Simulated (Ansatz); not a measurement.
Ti: do energies and stresses tell the same story?

The calculation used DFT PBE, scalar-relativistic, plane waves, PAW (Ansatz 0.2.0).

Cutoff 420 eV; k points 18×18×18 on the computed 1-atom cell (Γ-centred); Gaussian smearing, width 0.10 eV; no spin polarisation.

Relaxed cell: Fm-3m, a = 4.112 Å, b = 4.112 Å, c = 4.112 Å, α = 90.00°, β = 90.00°, γ = 90.00°, 1 atom in the primitive cell. This fcc form isn't the element's structure at ambient conditions.

Energies at zero smearing and pressures from the stress tensor, at volumes with shape and atoms relaxed:
| V (Å³/atom) | E − E(first) (meV/atom) | P (GPa) |
| --- | --- | --- |
| 15.297 | 0.00 | 16.99 |
| 15.818 | -46.51 | 11.86 |
| 16.339 | -77.48 | 7.38 |
| 16.861 | -94.81 | 3.45 |
| 17.382 | -100.18 | 0.00 |
| 17.904 | -95.05 | -3.01 |
| 18.425 | -80.73 | -5.65 |
| 19.121 | -49.32 | -8.66 |

**Question.** Check P = −dE/dV between neighbouring volumes, and get the bulk modulus from the pressures alone.

**Answer.** With 1 eV/Å³ = 160.2 GPa:
| middle V (Å³/atom) | −ΔE/ΔV (GPa) | mean P (GPa) |
| --- | --- | --- |
| 15.557 | 14.291 | 14.428 |
| 16.079 | 9.513 | 9.621 |
| 16.600 | 5.325 | 5.412 |
| 17.122 | 1.649 | 1.725 |
| 17.643 | -1.575 | -1.505 |
| 18.165 | -4.399 | -4.333 |
| 18.773 | -7.239 | -7.155 |

The two differ by 0.14 GPa at most. The mean of two end pressures misses the average over a step by about ΔV² P″/12, up to 0.06 GPa here; with that taken off 0.08 GPa remains. The stress is the derivative of the free energy, not of the energy at zero smearing, and with free energies 0.00 GPa remains. Around V = 17.382 Å³/atom, the two neighbours give B = −V ΔP/ΔV = 17.382 × 6.46 / 1.043 = 107.7 GPa, against B0 = 107.2 GPa from the Birch–Murnaghan fit of the energies.